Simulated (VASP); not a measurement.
# Pr (Fm-3m) in VASP: a series of runs, part 3 of 3

VASP 6.6.1. The steps go on from the part before.

**4. Single point, PBE, collinear spin, ferromagnetic start**

The input, run.py:

```python
from ase.calculators.vasp import Vasp
from ase.dft.bandgap import bandgap
from ase.io import read

atoms = read('Pr.cif', primitive_cell=True, subtrans_included=False)
atoms.set_initial_magnetic_moments([2.0])
calc = Vasp(
    directory='calc',
    xc='pbe',
    pp='PBE',
    setups={'base': 'minimal'},
    prec='Accurate',
    encut=520,
    ediff=1e-07,
    ismear=0,
    sigma=0.02,
    lreal=False,
    lasph=True,
    nelm=120,
    algo='Normal',
    isif=2,
    lwave=False,
    lcharg=False,
    ispin=2,
    lorbit=11,
    lmaxmix=6,
    kpts=[9, 9, 9],
    gamma=True,
    nbands=16,
)
atoms.calc = calc

print('energy (eV):', atoms.get_potential_energy())
print('free energy (eV):', atoms.get_potential_energy(force_consistent=True))
print('forces (eV/A):')
print(atoms.get_forces())
print('stress (eV/A^3, Voigt):', atoms.get_stress())
print('Fermi level (eV):', calc.get_fermi_level())
print('moment (muB):', atoms.get_magnetic_moment())
print('site moments (muB):', atoms.get_magnetic_moments())
gap, top, bottom = bandgap(calc)
print('band gap (eV):', gap, 'from (spin, k, band)', top, 'to', bottom)
```

The input, Pr.cif:

```cif
data_Pr
_cell_length_a 5.16100000
_cell_length_b 5.16100000
_cell_length_c 5.16100000
_cell_angle_alpha 90.00000000
_cell_angle_beta 90.00000000
_cell_angle_gamma 90.00000000
_space_group_name_H-M_alt 'Fm-3m'
_space_group_name_Hall '-F 4 2 3'
_space_group_IT_number 225
loop_
_space_group_symop_operation_xyz
'x,y,z'
'-x,-y,-z'
'-y,x,z'
'y,-x,-z'
'-x,-y,z'
'x,y,-z'
'y,-x,z'
'-y,x,-z'
'x,-y,-z'
'-x,y,z'
'-y,-x,-z'
'y,x,z'
'-x,y,-z'
'x,-y,z'
'y,x,-z'
'-y,-x,z'
'z,x,y'
'-z,-x,-y'
'z,-y,x'
'-z,y,-x'
'z,-x,-y'
'-z,x,y'
'z,y,-x'
'-z,-y,x'
'-z,x,-y'
'z,-x,y'
'-z,-y,-x'
'z,y,x'
'-z,-x,y'
'z,x,-y'
'-z,y,x'
'z,-y,-x'
'y,z,x'
'-y,-z,-x'
'x,z,-y'
'-x,-z,y'
'-y,z,-x'
'y,-z,x'
'-x,z,y'
'x,-z,-y'
'-y,-z,x'
'y,z,-x'
'-x,-z,-y'
'x,z,y'
'y,-z,-x'
'-y,z,x'
'x,-z,y'
'-x,z,-y'
'x,y+1/2,z+1/2'
'-x,-y+1/2,-z+1/2'
'-y,x+1/2,z+1/2'
[... 62 lines left out ...]
'-z+1/2,-x,-y+1/2'
'z+1/2,-y,x+1/2'
'-z+1/2,y,-x+1/2'
'z+1/2,-x,-y+1/2'
'-z+1/2,x,y+1/2'
'z+1/2,y,-x+1/2'
'-z+1/2,-y,x+1/2'
'-z+1/2,x,-y+1/2'
'z+1/2,-x,y+1/2'
'-z+1/2,-y,-x+1/2'
'z+1/2,y,x+1/2'
'-z+1/2,-x,y+1/2'
'z+1/2,x,-y+1/2'
'-z+1/2,y,x+1/2'
'z+1/2,-y,-x+1/2'
'y+1/2,z,x+1/2'
'-y+1/2,-z,-x+1/2'
'x+1/2,z,-y+1/2'
'-x+1/2,-z,y+1/2'
'-y+1/2,z,-x+1/2'
'y+1/2,-z,x+1/2'
'-x+1/2,z,y+1/2'
'x+1/2,-z,-y+1/2'
'-y+1/2,-z,x+1/2'
'y+1/2,z,-x+1/2'
'-x+1/2,-z,-y+1/2'
'x+1/2,z,y+1/2'
'y+1/2,-z,-x+1/2'
'-y+1/2,z,x+1/2'
'x+1/2,-z,y+1/2'
'-x+1/2,z,-y+1/2'
'x+1/2,y+1/2,z'
'-x+1/2,-y+1/2,-z'
'-y+1/2,x+1/2,z'
'y+1/2,-x+1/2,-z'
'-x+1/2,-y+1/2,z'
'x+1/2,y+1/2,-z'
'y+1/2,-x+1/2,z'
'-y+1/2,x+1/2,-z'
'x+1/2,-y+1/2,-z'
'-x+1/2,y+1/2,z'
'-y+1/2,-x+1/2,-z'
'y+1/2,x+1/2,z'
'-x+1/2,y+1/2,-z'
'x+1/2,-y+1/2,z'
'y+1/2,x+1/2,-z'
'-y+1/2,-x+1/2,z'
'z+1/2,x+1/2,y'
'-z+1/2,-x+1/2,-y'
'z+1/2,-y+1/2,x'
'-z+1/2,y+1/2,-x'
'z+1/2,-x+1/2,-y'
'-z+1/2,x+1/2,y'
'z+1/2,y+1/2,-x'
'-z+1/2,-y+1/2,x'
'-z+1/2,x+1/2,-y'
'z+1/2,-x+1/2,y'
'-z+1/2,-y+1/2,-x'
'z+1/2,y+1/2,x'
'-z+1/2,-x+1/2,y'
'z+1/2,x+1/2,-y'
'-z+1/2,y+1/2,x'
'z+1/2,-y+1/2,-x'
'y+1/2,z+1/2,x'
'-y+1/2,-z+1/2,-x'
'x+1/2,z+1/2,-y'
'-x+1/2,-z+1/2,y'
'-y+1/2,z+1/2,-x'
'y+1/2,-z+1/2,x'
'-x+1/2,z+1/2,y'
'x+1/2,-z+1/2,-y'
'-y+1/2,-z+1/2,x'
'y+1/2,z+1/2,-x'
'-x+1/2,-z+1/2,-y'
'x+1/2,z+1/2,y'
'y+1/2,-z+1/2,-x'
'-y+1/2,z+1/2,x'
'x+1/2,-z+1/2,y'
'-x+1/2,z+1/2,-y'
loop_
_atom_site_label
_atom_site_type_symbol
_atom_site_symmetry_multiplicity
_atom_site_Wyckoff_symbol
_atom_site_fract_x
_atom_site_fract_y
_atom_site_fract_z
_atom_site_occupancy
Pr1 Pr 4 a 0.0000000000 0.0000000000 0.0000000000 1
```

Potentials or basis: VASP PAW PBE potentials, release 64 (Pr).

The run is started by

```
$ python run.py
```

Log:

```text
energy (eV): -5.44110284
free energy (eV): -5.44197844
forces (eV/A):
[[0. 0. 0.]]
stress (eV/A^3, Voigt): [ 0.0042438  0.0042438  0.0042438 -0.        -0.        -0.       ]
Fermi level (eV): 6.13891411
moment (muB): 2.6777773
site moments (muB): [2.185]
band gap (eV): 0.0 from (spin, k, band) (None, None, None) to (None, None, None)
```

OUTCAR:

```text
ENCUT = 520.000000
   EDIFF = 1.00e-07
   GGA = PE
   PREC = Accurate
   ISIF = 2
   ISMEAR = 0
   ISPIN = 2
   LORBIT = 11
   NELM = 120
   LASPH = .TRUE.
   LREAL = .FALSE.

 ion  position               nearest neighbor table
   1  0.000  0.000  0.000-

  LATTYP: Found a face centered cubic cell.
 ALAT       =     5.1610000000

  Lattice vectors:

 A1 = (   0.0000000000,   2.5805000000,   2.5805000000)
 A2 = (   2.5805000000,   0.0000000000,   2.5805000000)
 A3 = (   2.5805000000,   2.5805000000,   0.0000000000)

Analysis of symmetry for initial positions (statically):
=====================================================================
 Subroutine PRICEL returns:
 Original cell was already a primitive cell.

 Routine SETGRP: Setting up the symmetry group for a
 face centered cubic supercell.

 Subroutine GETGRP returns: Found 48 space group operations
 (whereof 48 operations were pure point group operations)
 out of a pool of 48 trial point group operations.

[... 1513 lines left out ...]
      4     -10.9300      1.00000
      5       5.6496      1.00000
      6       6.6655      0.00000
[... 8 lines left out ...]
     15      10.1011      0.00000
     16      12.9538      0.00000

------------------------ aborting loop because EDIFF is reached ----------------------------------------

 total charge

# of ion       s       p       d       f       tot
--------------------------------------------------
    1        2.000   5.277   0.585   2.159  10.022

 magnetization (x)

# of ion       s       p       d       f       tot
--------------------------------------------------
    1       -0.009  -0.019   0.105   2.108   2.185

  FORCE on cell =-STRESS in cart. coord.  units (eV):
  Direction    XX          YY          ZZ          XY          YZ          ZX
  --------------------------------------------------------------------------------------
  -------------------------------------------------------------------------------------
  Total       -0.1458465     -0.1458465     -0.1458465      0.0000000      0.0000000      0.0000000
  in kB       -6.7993129     -6.7993129     -6.7993129      0.0000000      0.0000000      0.0000000
  external PRESSURE =      -6.7993129 kB  Pullay stress =       0.0000000 kB

 VOLUME and BASIS-vectors are now :
 -----------------------------------------------------------------------------
  energy-cutoff  :      520.00
  volume of cell :       34.37
      direct lattice vectors                 reciprocal lattice vectors
     0.000000000  2.580500000  2.580500000    -0.193760899  0.193760899  0.193760899
     2.580500000  0.000000000  2.580500000     0.193760899 -0.193760899  0.193760899
     2.580500000  2.580500000  0.000000000     0.193760899  0.193760899 -0.193760899

 POSITION                                       TOTAL-FORCE (eV/Angst)
 -----------------------------------------------------------------------------------
      0.00000      0.00000      0.00000         0.000000      0.000000      0.000000
 -----------------------------------------------------------------------------------
    total drift:                               -0.000000     -0.000000     -0.000000

  FREE ENERGIE OF THE ION-ELECTRON SYSTEM (eV)
  ---------------------------------------------------
  free  energy   TOTEN  =        -5.4419784438 eV

  energy  without entropy=       -5.4402272348  energy(sigma->0) =       -5.44110284

 total charge

# of ion       s       p       d       f       tot
--------------------------------------------------
    1        2.000   5.277   0.585   2.159  10.022

 magnetization (x)

# of ion       s       p       d       f       tot
--------------------------------------------------
    1       -0.009  -0.019   0.105   2.108   2.185
```

INCAR:

```text
ENCUT = 520.000000
SIGMA = 0.020000
EDIFF = 1.00e-07
ALGO = Normal
GGA = PE
PREC = Accurate
ISIF = 2
ISMEAR = 0
ISPIN = 2
LMAXMIX = 6
LORBIT = 11
NBANDS = 16
NELM = 120
LASPH = .TRUE.
LCHARG = .FALSE.
LWAVE = .FALSE.
LREAL = .FALSE.
MAGMOM = 1*2.0000
```

It took 60 s on 1 thread of Intel Xeon Platinum 8488C (Sapphire Rapids), shared host; peak memory 0.19 GiB.

What came out:

| Quantity | Value |
| --- | --- |
| Free energy | -5.4420 eV |
| Pressure | -0.7 GPa |
| Band gap on the k mesh | none (metal or under the smearing width) |
| Net moment | 2.68 μB per cell |
| Site moments | Pr +2.19 μB |
| Valence electrons inside the program's atomic spheres | Pr 10.02 |

Caveat: the magnetic or orbital state may not be the lowest; spin-orbit coupling is left out, which moves the levels of the heavy elements.

**5. Single point, PBE, collinear spin, ferromagnetic start**

The input, INCAR:

```
  PREC = Accurate
  ENCUT = 600
  EDIFF = 1E-6
  ISMEAR = 0
  SIGMA = 0.02
  LREAL = False
  LASPH = True
  NELM = 120
  ALGO = Fast
  ISIF = 2
  LWAVE = False
  LCHARG = False
  ISPIN = 2
  MAGMOM = 2
  LORBIT = 11
  LMAXMIX = 6
  GGA = PE
  NBANDS = 16
```

The input, KPOINTS:

```
Automatic mesh
0
Gamma
  9 9 9
```

The input, POSCAR:

```
Pr
1.0
    0.0000000000      2.5805000000      2.5805000000
    2.5805000000      0.0000000000      2.5805000000
    2.5805000000      2.5805000000      0.0000000000
Pr
1
Direct
    0.0000000000      0.0000000000      0.0000000000
```

Potentials or basis: VASP PAW PBE potentials, release 64 (Pr_3), 4f in core.

The run is started by

```
$ cat potpaw_PBE.64/Pr_3/POTCAR > POTCAR
$ mpirun -np 1 vasp_std > vasp.out
```

OUTCAR:

```text
PREC = Accurate
   ENCUT = 600
   EDIFF = 1E-6
   ISMEAR = 0
   LREAL = False
   LASPH = True
   NELM = 120
   ISIF = 2
   ISPIN = 2
   LORBIT = 11
   GGA = PE

 ion  position               nearest neighbor table
   1  0.000  0.000  0.000-

  LATTYP: Found a face centered cubic cell.
 ALAT       =     5.1610000000

  Lattice vectors:

 A1 = (   0.0000000000,   2.5805000000,   2.5805000000)
 A2 = (   2.5805000000,   0.0000000000,   2.5805000000)
 A3 = (   2.5805000000,   2.5805000000,   0.0000000000)

Analysis of symmetry for initial positions (statically):
=====================================================================
 Subroutine PRICEL returns:
 Original cell was already a primitive cell.

 Routine SETGRP: Setting up the symmetry group for a
 face centered cubic supercell.

 Subroutine GETGRP returns: Found 48 space group operations
 (whereof 48 operations were pure point group operations)
 out of a pool of 48 trial point group operations.

The static configuration has the point symmetry O_h .

Analysis of symmetry for dynamics (positions and initial velocities):
=====================================================================
 Subroutine PRICEL returns:
 Original cell was already a primitive cell.

 Routine SETGRP: Setting up the symmetry group for a
 face centered cubic supercell.

 Subroutine GETGRP returns: Found 48 space group operations
 (whereof 48 operations were pure point group operations)
 out of a pool of 48 trial point group operations.

The dynamic configuration has the point symmetry O_h .

Analysis of structural, dynamic, and magnetic symmetry:
=====================================================================
 Subroutine PRICEL returns:
 Original cell was already a primitive cell.

 Routine SETGRP: Setting up the symmetry group for a
 face centered cubic supercell.

 Subroutine GETGRP returns: Found 48 space group operations
 (whereof 48 operations were pure point group operations)
 out of a pool of 48 trial point group operations.

The overall configuration has the point symmetry O_h .

 Subroutine INISYM returns: Found 48 space group operations
 (whereof 48 operations are pure point group operations),
 and found     1 'primitive' translations

----------------------------------------------------------------------------------------

                                     Primitive cell

  volume of cell :      34.3670

  direct lattice vectors                    reciprocal lattice vectors
     0.000000000  2.580500000  2.580500000    -0.193760899  0.193760899  0.193760899
     2.580500000  0.000000000  2.580500000     0.193760899 -0.193760899  0.193760899
     2.580500000  2.580500000  0.000000000     0.193760899  0.193760899 -0.193760899

  length of vectors
     3.649378098  3.649378098  3.649378098     0.335603722  0.335603722  0.335603722

  position of ions in fractional coordinates (direct lattice)
     0.000000000  0.000000000  0.000000000

  ion indices of the primitive-cell ions
   primitive index   ion index
                 1           1

----------------------------------------------------------------------------------------

[... 78 lines left out ...]
   NELM   =    120;   NELMIN=  2; NELMDL= -5     # of ELM steps
   EDIFF  = 0.1E-05   stopping-criterion for ELM
   LREAL  =      F    real-space projection
   EDIFFG = 0.1E-04   stopping-criterion for IOM
   NSW    =      0    number of steps for IOM
   IBRION =     -1    ionic relax: 0-MD 1-quasi-New 2-CG
   NFREE  =      0    steps in history (QN), initial steepest desc. (CG)
   ISIF   =      2    stress and relaxation
   ISYM   =      2    0-nonsym 1-usesym 2-fastsym
   POTIM  = 0.5000    time-step for ionic-motion
   TEBEG  =    0.0;   TEEND  =   0.0 temperature during run
   PSTRESS=    0.0 pullay stress
   NELECT =      11.0000    total number of electrons
   NUPDOWN=      -1.0000    fix difference up-down
   EMIN   =  10.00;   EMAX   =-10.00  energy-range for DOS
   EFERMI =   0.00;   METHOD = LEGACY
   ISMEAR =     0;   SIGMA  =   0.02  broadening in eV -4-tet -1-fermi 0-gaus
   EFERMI_NEDOS =   21; number of points for ismear=-14 and -15
   IALGO  =     68    algorithm
   IMIX   =      4    mixing-type and parameters
     AMIX     =   0.40;   BMIX     =  1.00
     AMIX_MAG =   1.60;   BMIX_MAG =  1.00
  volume/ion in A,a.u.               =      34.37       231.92
  Fermi-wavevector in a.u.,A,eV,Ry     =   1.119847  2.116203 17.062473  1.254056
  Thomas-Fermi vector in A             =   2.256489
   LORBIT       =     11    0 simple, 1 ext, 2 COOP (PROOUT), +10 PAW based schemes
   GGA     = PE    functional components
   LHFCALC =     F    Hartree Fock is set to
   AEXX    =    0.0000 exact exchange contribution
   IVDW    =     0    specifies the selected vdW correction
   LEPSILON=     F    determine dielectric tensor
   LRPA    =     F    only Hartree local field effects (RPA)
 spin polarized calculation
 RMM-DIIS sequential band-by-band and
 Gauss-broadening in eV      SIGMA  =   0.02
  energy-cutoff  :      600.00
  volume of cell :       34.37
 maximum number of plane-waves:      1158
 NGX is ok and might be reduce to    30
   NGX = 15   NGY = 15   NGZ = 15

 number of electron      11.0000000 magnetization      -0.0004419

 number of electron      11.0000000 magnetization       0.0006028

 Free energy of the ion-electron system (eV)
  ---------------------------------------------------
  ext. energy  EPLUGINS =         0.00000000
  ---------------------------------------------------
  free energy    TOTEN  =        -4.70533830 eV

  energy without entropy =       -4.70497131  energy(sigma->0) =       -4.70515481

 E-fermi :   3.8268     XC(G=0):  -9.8058

 val. band max:        3.7663701190   @ k =  -0.4444   0.2222   0.0000
 cond. band min:       3.8287514939   @ k =   0.3333   0.2222   0.1111
 fundamental gap:      0.0623813749
 Fermi energy:         3.8267612160

 spin component 1

 k-point     1 :       0.0000    0.0000    0.0000
  band No.  band energies     occupation
      1     -32.5264      1.00000
      2     -13.8557      1.00000
      3     -13.8557      1.00000
      4     -13.8557      1.00000
      5       0.0544      1.00000
      6       5.2495      0.00000
[... 641 lines left out ...]
      2     -14.7641      1.00000
      3     -14.6051      1.00000
      4     -14.2955      1.00000
      5       2.9089      1.00000
      6       3.8841      0.00002
[... 8 lines left out ...]
     15      19.9967      0.00000
     16      22.6511      0.00000
 Fermi energy:         3.8267612160

 spin component 2

 k-point     1 :       0.0000    0.0000    0.0000
  band No.  band energies     occupation
      1     -32.5264      1.00000
      2     -13.8555      1.00000
      3     -13.8555      1.00000
      4     -13.8555      1.00000
      5       0.0547      1.00000
      6       5.2499      0.00000
[... 642 lines left out ...]
      3     -14.6049      1.00000
      4     -14.2953      1.00000
      5       2.9092      1.00000
      6       3.8846      0.00002
[... 8 lines left out ...]
     15      19.9972      0.00000
     16      22.6517      0.00000

------------------------ aborting loop because EDIFF is reached ----------------------------------------

 total charge

# of ion       s       p       d       tot
------------------------------------------
    1        2.137   5.709   0.979   8.825

 magnetization (x)

# of ion       s       p       d       tot
------------------------------------------
    1       -0.000   0.000   0.000   0.000

  FORCE on cell =-STRESS in cart. coord.  units (eV):
  Direction    XX          YY          ZZ          XY          YZ          ZX
  --------------------------------------------------------------------------------------
  -------------------------------------------------------------------------------------
  Total        0.4814383      0.4814383      0.4814383      0.0000000     -0.0000000      0.0000000
  in kB       22.4444833     22.4444833     22.4444833      0.0000000     -0.0000000      0.0000000
  external PRESSURE =      22.4444833 kB  Pullay stress =       0.0000000 kB

 VOLUME and BASIS-vectors are now :
 -----------------------------------------------------------------------------
  energy-cutoff  :      600.00
  volume of cell :       34.37
      direct lattice vectors                 reciprocal lattice vectors
     0.000000000  2.580500000  2.580500000    -0.193760899  0.193760899  0.193760899
     2.580500000  0.000000000  2.580500000     0.193760899 -0.193760899  0.193760899
     2.580500000  2.580500000  0.000000000     0.193760899  0.193760899 -0.193760899

 POSITION                                       TOTAL-FORCE (eV/Angst)
 -----------------------------------------------------------------------------------
      0.00000      0.00000      0.00000         0.000000      0.000000     -0.000000
 -----------------------------------------------------------------------------------
    total drift:                               -0.000000     -0.000000      0.000000

  FREE ENERGIE OF THE ION-ELECTRON SYSTEM (eV)
  ---------------------------------------------------
  free  energy   TOTEN  =        -4.7053383035 eV

  energy  without entropy=       -4.7049713087  energy(sigma->0) =       -4.70515481

 total charge

# of ion       s       p       d       tot
------------------------------------------
    1        2.137   5.709   0.979   8.825

 magnetization (x)

# of ion       s       p       d       tot
------------------------------------------
    1       -0.000   0.000   0.000   0.000
```

stdout:

```text
POSCAR found type information on POSCAR Pr
 POSCAR found :  1 types and       1 ions
 scaLAPACK will be used
 LDA part: xc-table for (Slater+PW92), standard interpolation
 POSCAR, INCAR and KPOINTS ok, starting setup
 FFT: planning ... GRIDC
 FFT: planning ... GRID_SOFT
 FFT: planning ... GRID
 WAVECAR not read
 entering main loop
```

Run time: 36 s. Hardware: 1 thread of Intel Xeon Platinum 8559C (Emerald Rapids), shared host; peak memory 0.2 GiB.

Results:

```yaml
Free_energy: -4.7053 eV
Pressure: 2.2 GPa
Band_gap_on_the_k_mesh: none (metal or under the smearing width)
Net_moment: 0.00 μB per cell
Valence_electrons_inside_the_program's_atomic_spheres: Pr 8.82
```

Caveat: the magnetic or orbital state may not be the lowest; spin-orbit coupling is left out, which moves the levels of the heavy elements; the 4f electrons are frozen in the core as for a trivalent ion, so they carry no moment and show no levels.
